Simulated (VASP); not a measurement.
A run of VASP 6.6.1:

INCAR

```
PREC     = Accurate       # precision mode
ENCUT    = 450            # plane-wave cutoff, eV
EDIFF    = 1E-7           # SCF threshold, eV
ISMEAR   = 0              # smearing method
SIGMA    = 0.005          # smearing width, eV
LREAL    = F              # projectors in reciprocal space
LASPH    = T              # aspherical terms in the spheres
NELM     = 200            # most SCF steps
ALGO     = Normal         # electronic algorithm
ISIF     = 2              # what is computed and relaxed
LWAVE    = F              # write WAVECAR
LCHARG   = F              # write CHGCAR
ISPIN    = 2              # spin polarisation
MAGMOM   = 3              # initial moments
LORBIT   = 11             # projections on sites
GGA      = PE             # functional
IVDW     = 12             # dispersion correction
AMIX     = 0.2          
BMIX     = 1E-4         
AMIX_MAG = 0.8          
BMIX_MAG = 1E-4         
ISYM     = 0
```

KPOINTS

```
regular mesh
0
Gamma
  1 1 1
```

File POSCAR:

```
N
1.0
   14.0000000000      0.0000000000      0.0000000000
    0.0000000000     14.5000000000      0.0000000000
    0.0000000000      0.0000000000     15.0000000000
N
1
Direct
    0.5000000000      0.5000000000      0.5000000000
```

Potentials or basis: VASP PAW PBE potentials, release 64 (N).

Run with:

```console
$ cat potpaw_PBE.64/N/POTCAR > POTCAR
$ mpirun -np 2 vasp_gam > vasp.out
```

Hardware: 2 MPI ranks on Intel(R) Xeon(R) 6975P-C (Granite Rapids) (shared host).

Problem. How long does it take, and how much memory?

Solution. Wall time 61 s on 2 MPI ranks on Intel(R) Xeon(R) 6975P-C (Granite Rapids) (shared host), peak memory 1.3 GiB a rank. Counts: scf iterations 15, k points 1.
